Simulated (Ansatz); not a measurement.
The cell is COD entry 9011682, as deposited and not checked against the literature; nothing was relaxed.

AgBr: DFT, PBE, all-electron LAPW, scalar-relativistic (Ansatz 0.2.0).

Command: `ansatz run input.yaml --threads 1 --pin off --max-ram 2048MiB --backend cpu --events-out ev --progress --plain --runs-dir out` The run took 16 s on 1 thread of Arm Neoverse V1, with other jobs on the host, peak memory 0.29 GiB.

```yaml
crystal:
  lattice:
    - [0.0, 2.88605, 2.88605]
    - [2.88605, 0.0, 2.88605]
    - [2.88605, 2.88605, 0.0]
  atoms:
    - { symbol: Ag, position: [0.5, 0.5, 0.5] }
    - { symbol: Br, position: [0.0, 0.0, 0.0] }
kpoints:
  mp_grid: { grid: [7, 7, 7] }
  band_path:
    path:
      - [0.0, 0.0, 0.0]
      - [0.5, 0.0, 0.5]
      - [0.625, 0.25, 0.625]
      - [0.375, 0.375, 0.75]
      - [0.0, 0.0, 0.0]
      - [0.5, 0.5, 0.5]
      - [0.5, 0.25, 0.75]
      - [0.5, 0.0, 0.5]
    npoints: 14
scf:
  occupations: { method: fermi_dirac, width: 0.02 }
hamiltonian:
  xc: pbe
  pseudopotentials: { kind: all_electron, lapw: { basis_error: 0.0005 } }
output:
  forces: true
  stress: true
  eigenvalues: true
  populations: true
  dos: { projected: true, de: 0.2, e_range: [-14, 8] }
```

Output:

```
Ag: projections on atomic orbitals take those of the free atom 1s2 2s2 2p6 3s2 3p6 3d10 4s2 4p6 4d10 5s1, of charge +0.00 (hamiltonian.pseudopotentials.projection_atoms)
Br: projections on atomic orbitals take those of the free atom 1s2 2s2 2p6 3s2 3p6 3d10 4s2 4p5, of charge +0.00 (hamiltonian.pseudopotentials.projection_atoms)
LAPW: plane waves up to 7.752 Å⁻¹, error target 5.0e-4 eV per atom; small_component_spin mean_spin; Br in spheres of 1.364 Å, 25 of its electrons in bands, Dirac shells []; Ag in spheres of 1.522 Å, 19 of its electrons in bands, Dirac shells []
Engine: ansatz 0.2.0
Pseudopotentials: kind: all_electron
Pseudopotential: Ag, LAPW, valence charge 19, Koelling and Harmon's equation, gaussian nucleus
Pseudopotential: Br, LAPW, valence charge 25, Koelling and Harmon's equation, gaussian nucleus
Functional definition: PBE
  parameter kappa = 0.804
  parameter beta = 0.06672455060314922
  exchange = pbe_x(kappa = kappa, mu = beta*pi^2/3)
  correlation = pbe_c(beta = beta)
Crystal: 2 atoms, lattice volume = 48.077 Å³
Basis set: ecut = 228.9529553454144 eV, 339 PW (Γ), exchange–correlation at level 2
Bands: 27, of which v1, the nominal top of the filled ones, is band 22 counted from 1 (21 counted from 0)
Symmetry: 48 space group operations
Space group: Fm-3m (ITA 225), of the structure as read, at distance tolerance 3.6e-5 Å
k-points: 20 of 343
Non-local potential: Ag, projectors of the file, none
Non-local potential: Br, projectors of the file, none
Initial density: superposition of atomic densities (chi_scale 0.1, normalization cell, long waves kept (reshape's long-wave potential 0.00 eV rms))
Initial wavefunctions: plane waves of lowest kinetic energy (no species holds an atomic orbital)
Functional: x = pbe(κ = 0.804, μ = 0.2195149727645171), c = pbe(β = 0.06672455060314922)
iter 1 solved again at ethr=5.28e-4 eV; its pass at ethr=1.00e-1 eV (dr2=2.32e-1 eV) is discarded
SCF iter   1: F=—  HF=-215582.196268 eV  |F-HF|=—  |Δ(HF+E_count)|=         —  Δρ=1.51e-2  dr2=2.33e-1  ethr=5.28e-4  ⟨swp⟩=2.5  Hψ=3439  notcnv=0
preconditioner: auto → none  [insulator: Δε(μ)=0.660 eV  Ē_g=11.249 eV  σ=0.020 eV  W_gap=1.00  n_scr=14 (ndim 8)  ℏωp=22.7 eV  f_vac=0.092  D(μ)=0.00/eV (n_scr^D=0)  ε∞_Penn≈5.1]
iter 2 solved again at ethr=4.59e-6 eV; its pass at ethr=5.28e-4 eV (dr2=2.02e-3 eV) is discarded
SCF iter   2: F=—  HF=-215582.100612 eV  |F-HF|=—  |Δ(HF+E_count)|=   9.57e-2  Δρ=2.70e-3  dr2=2.02e-3  ethr=4.59e-6  ⟨swp⟩=2.0  Hψ=2823  notcnv=0
SCF iter   3: F=—  HF=-215582.079000 eV  |F-HF|=—  |Δ(HF+E_count)|=   2.16e-2  Δρ=2.44e-3  dr2=4.39e-3  ethr=4.59e-6  ⟨swp⟩=3.0  Hψ=1807  notcnv=0
SCF iter   4: F=—  HF=-215582.078772 eV  |F-HF|=—  |Δ(HF+E_count)|=   2.28e-4  Δρ=8.62e-4  dr2=4.95e-4  ethr=4.59e-6  ⟨swp⟩=2.0  Hψ=1617  notcnv=0
SCF iter   5: F=—  HF=-215582.078933 eV  |F-HF|=—  |Δ(HF+E_count)|=   1.61e-4  Δρ=1.58e-4  dr2=9.43e-6  ethr=1.13e-6  ⟨swp⟩=2.0  Hψ=1586  notcnv=0
SCF iter   6: F=—  HF=-215582.078945 eV  |F-HF|=—  |Δ(HF+E_count)|=   1.21e-5  Δρ=4.11e-5  dr2=8.26e-7  ethr=2.14e-8  ⟨swp⟩=2.9  Hψ=1603  notcnv=0
SCF iter   7: F=-215582.078947 eV  HF=-215582.078947 eV  |F-HF|=2.33e-8  |Δ(HF+E_count)|=   1.46e-6  Δρ=4.05e-6  dr2=8.51e-9  ethr=1.88e-9  ⟨swp⟩=3.0  Hψ=1647  notcnv=0
SCF 1 converged in 7 iterations: F = -215582.078947 eV  dr2 = 8.51e-9
NSCF: frozen V_eff on 99 k-points
SCF converged after 7 iterations
Free energy (F): -215582.078947 eV
Harris-Foulkes:  -215582.078947 eV  (|F-HF|=2.33e-8)
Internal energy: -215582.078947 eV  (E = F + TS)
E sigma→0 (E₀):  -215582.078947 eV
Fermi energy:    10.097216 eV
--- Per-component energies (eV) ---
  E_band       = -2216.841960
  E_kinetic    = 223955.904341
  E_xc         = -6578.629934
  E_electrostatic = -432959.353354  (all electrons and nuclei)
  E_smearing   = -0.000000  (= −TS)
  E_closure    = 0.000000  (closes the sum)
  E_atoms      = -215577.112466  (free atoms, spherical and without spin; not in F)
  Σ components = -215582.078947   (vs F -215582.078947, Δ=0.00e0)
  Basis errors (estimates in eV, not in F): energy 2.0e-4 per atom: plane waves 1.8e-4 (9.4e-5 summed), levels above the bands 5.0e-231, relativity 4.2e-8, radial functions 2.0e-5, core shells 1.1e-7; eigenvalues (radial functions only) 3.5e-6; not estimated: angular momenta, meshes, grids; target (lapw.basis_error) 5.0e-4; muffin-tin radii Br 1.364 Å, Ag 1.522 Å
--- Forces (eV/Å), atoms counted from 1 ---
  atom   1  Ag    -0.00000000     0.00000000     0.00000000
  atom   2  Br     0.00000000     0.00000000    -0.00000000
  max |Σ_I F_I| component: 1.10e-30 eV/Å
--- Stress (GPa, compression-positive) ---
        1.519352      -0.000000      -0.000000
       -0.000000       1.519352       0.000000
       -0.000000       0.000000       1.519352
  P = ⅓ Tr σ = 1.5194 GPa (15.194 kbar)
--- Band table (eV; the first three rows and the last of 20) ---
  k-point 0: bands = ["-222.0974", "-157.5129", "-157.5129", "-157.5129", "-80.2837", "-50.8064", "-50.8064", "-50.8057", "-50.8057", "-50.8057", "-43.8122", "-43.8122", "-43.8122", "-5.2167", "7.0331", "7.0331", "7.0333", "7.0333", "7.0333", "7.8857", "7.8857", "7.8857", "10.4378", "19.6902", "19.6902", "19.6902", "20.9359"]
  k-point 1: bands = ["-222.0974", "-157.5129", "-157.5129", "-157.5129", "-80.2837", "-50.8064", "-50.8064", "-50.8057", "-50.8057", "-50.8057", "-43.8125", "-43.8123", "-43.8123", "-5.1418", "6.5683", "6.5683", "6.5708", "7.0864", "7.0864", "7.5107", "8.4365", "8.4365", "11.4669", "18.1216", "19.1512", "19.1512", "20.6750"]
  k-point 2: bands = ["-222.0974", "-157.5129", "-157.5129", "-157.5129", "-80.2837", "-50.8064", "-50.8064", "-50.8057", "-50.8057", "-50.8057", "-43.8132", "-43.8123", "-43.8123", "-4.9645", "5.4487", "6.0263", "6.0263", "7.2094", "7.2094", "7.5304", "9.1917", "9.1917", "12.9403", "16.6377", "17.6527", "17.6527", "20.9232"]
  k-point 19: bands = ["-222.0974", "-157.5129", "-157.5129", "-157.5129", "-80.2836", "-50.8064", "-50.8064", "-50.8057", "-50.8057", "-50.8057", "-43.8133", "-43.8132", "-43.8127", "-4.7350", "5.5568", "5.8490", "5.9500", "7.2926", "7.3833", "7.6018", "7.7186", "8.5103", "13.4416", "16.4648", "17.6130", "17.8756", "21.7110"]
--- Löwdin populations: 2 sites ---
  site symbol       q [e]
     0     Ag     46.4796
     1     Br     35.4385
  spilling = 0.000999 (of n_electrons = 82.000000)
```

populations.tsv:

```
# site	symbol	l	j	q
# orbitals = lowdin
# n_electrons = 82.000000
# spilling = 0.000999
# projection_atom_Ag: 1s2 2s2 2p6 3s2 3p6 3d10 4s2 4p6 4d10 5s1
# projection_atom_Br: 1s2 2s2 2p6 3s2 3p6 3d10 4s2 4p5
0	Ag	0_1S	-	2.000000
0	Ag	0_2S	-	1.999991
0	Ag	0_3S	-	1.999857
0	Ag	0_4S	-	1.997429
0	Ag	0_5S	-	0.522956
0	Ag	1_2P	-	6.000000
0	Ag	1_3P	-	5.999998
0	Ag	1_4P	-	5.999653
0	Ag	2_3D	-	10.000000
0	Ag	2_4D	-	9.959717
1	Br	0_1S	-	1.999999
1	Br	0_2S	-	1.999933
1	Br	0_3S	-	1.998596
1	Br	0_4S	-	1.936293
1	Br	1_2P	-	5.999999
1	Br	1_3P	-	5.999727
1	Br	1_4P	-	5.503997
1	Br	2_3D	-	9.999925
```
